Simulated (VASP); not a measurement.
Crystal: Pt.

```xyz
1
Lattice="0.0000 1.9609 1.9609 1.9609 0.0000 1.9609 1.9609 1.9609 0.0000" Properties=species:S:1:pos:R:3 pbc="T T T"
Pt    0.0000    0.0000    0.0000
```

| Item | Value |
| --- | --- |
| Program | VASP 6.6.1 |
| Task | relaxation of cell and atoms |
| Functional | PBE |
| Potentials or basis | VASP PAW PBE potentials, release 64 (Pt) |
| Cutoff | 600 eV |
| k mesh | 12 × 12 × 12 |
| Occupations | fermi-dirac, width 0.05 eV |
| Spin | no spin polarisation |

At the start: pressure 9.8 GPa; volume 15.08 Å³/atom.

Q: Where does the relaxation end?

A: Over 4 steps the energy falls by 16.1 meV/atom and the volume is 15.63 Å³/atom (+3.6 %); space group Fm-3m (No. 225, to 0.05 Å).

Step by step:
| step | energy change (eV) | largest force (eV/Å) | pressure (GPa) | volume (Å³) |
| --- | --- | --- | --- | --- |
| 1 | 0.0000 | 0.0000 | 9.84 | 15.08 |
| 2 | 0.0828 | 0.0000 | -18.20 | 17.19 |
| 3 | -0.0161 | 0.0000 | -0.31 | 15.65 |
| 4 | -0.0161 | 0.0000 | -0.03 | 15.63 |

Final structure:
```xyz
1
Lattice="0.0000 1.9845 1.9845 1.9845 0.0000 1.9845 1.9845 1.9845 0.0000" Properties=species:S:1:pos:R:3 pbc="T T T"
Pt    0.0000    0.0000    0.0000
```
